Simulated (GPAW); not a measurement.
Runs of GPAW 26.7.0 on InP. It takes space group F-43m (No. 216, cubic). Conventional cell: a = 5.861 Å, b = 5.861 Å, c = 5.861 Å, α = 90.00°, β = 90.00°, γ = 90.00°. In (site symmetry -43m) is surrounded by 4 P at 2.54 Å. P (site symmetry -43m) has 4 In at 2.54 Å as nearest neighbours. 

```tsv
task	level	potentials or basis	spin	cell	k mesh	cutoff (eV)	smearing	response ecut	frequency	extrapolate	vertex	qp bands	mesh quality	gap on the mesh (eV)	pressure (GPa)
band structure	WC	PAW data sets generated in the run's folder for this functional, pw	SOC, no magnetisation	as given	6 × 6 × 6	600	fermi-dirac 0.05 eV	-	-	-	-	-	not flagged	0.54	(b)
electron localisation function	PBEsol	PAW data sets generated in the run's folder for this functional, pw	off	as given	5 × 5 × 5	510	fermi-dirac 0.01 eV	-	-	-	-	-	coarse	(a)	0.1
single point	HSE06	GPAW PAW data sets (gpaw-data 1.2.1), pw	off	as given	4 × 4 × 4	450	fermi-dirac 0.05 eV	-	-	-	-	-	coarse	1.46	-
band structure	BP86	PAW data sets generated in the run's folder for this functional, pw	SOC, no magnetisation	as given	6 × 6 × 6	600	fermi-dirac 0.05 eV	-	-	-	-	-	not flagged	0.59	3.4
single point	PBE	GPAW PAW data sets (gpaw-data 1.2.1), pw	off	volume scaled by 1.08	6 × 6 × 6	450	fermi-dirac 0.05 eV	-	-	-	-	-	not flagged	0.29	-2.8
```

Question: Fill in the values left out.

Answer: (a) 0.60; (b) 0.4.

Caveats: some runs use coarse meshes; spin-orbit coupling is left out, which moves the levels of the heavy elements (some runs); spin-orbit coupling was added after a scalar SCF, so levels and gaps hold it while energy, forces, pressure and moments don't (some runs); this program's spin-orbit splittings come out too wide for heavy elements (some runs); the cutoff is short for stress and forces, so pressures can be off by a GPa or more (some runs); exact exchange converges slowly with the k mesh, and this mesh is small (some runs); the PAW data sets were made with another functional, which shifts forces and pressure a little (some runs).

A k mesh can miss the band edges, and rows without SOC leave out spin-orbit coupling on In.
